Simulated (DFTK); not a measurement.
# CaF2 (Fluorite) under changes of volume

One of the cells (13.579 Å³/atom); the others are scaled copies at fixed shape and fractional positions:

```
CELL_PARAMETERS angstrom
0.00000 2.73100 2.73100
2.73100 0.00000 2.73100
2.73100 2.73100 0.00000
ATOMIC_POSITIONS crystal
Ca 0.00000 0.00000 0.00000
F 0.75000 0.75000 0.75000
F 0.25000 0.25000 0.25000
```

```yaml
Program: DFTK 0.8.2
Functional: PBE
Potentials_or_basis: dojo.nc.sr.pbe.v0_4_1.standard.upf (PBE)
Cutoff: 1143 eV
k_mesh: 8 × 8 × 8
Occupations: fermi-dirac, width 0.05 eV
Spin: no spin polarisation
```

```csv
volume (Å³/atom),energy over the lowest point (meV/atom),pressure (GPa),gap on the mesh (eV)
12.764,26.21,8.0,7.71
13.036,14.57,5.7,7.58
13.308,6.56,3.7,7.45
13.579,1.82,1.9,7.33
13.851,0.00,0.3,7.21
14.122,0.81,-1.2,7.10
14.394,?,?,?
```

What does the run at 14.394 Å³/atom give?

Energy over the lowest point 3.99 meV/atom; pressure -2.5 GPa; gap on the mesh 6.99 eV.

Worked out: A Birch-Murnaghan fit of order 3 (a polynomial in V^(-2/3)) to the other rows has its minimum at 13.90 Å³/atom with B0 = V·E''(V) = 78 GPa and B' = 4.4. It gives 4.00 meV/atom at 14.394 Å³/atom, against the run's 3.99, and -dE/dV = -2.5 GPa, against -2.5. A straight line through the other rows of the gap, of slope -6.05 eV per unit of ln V, extrapolates to 6.98 eV, against the run's 6.99.

Energies are extrapolated to zero smearing.

A mesh can miss the band edges.
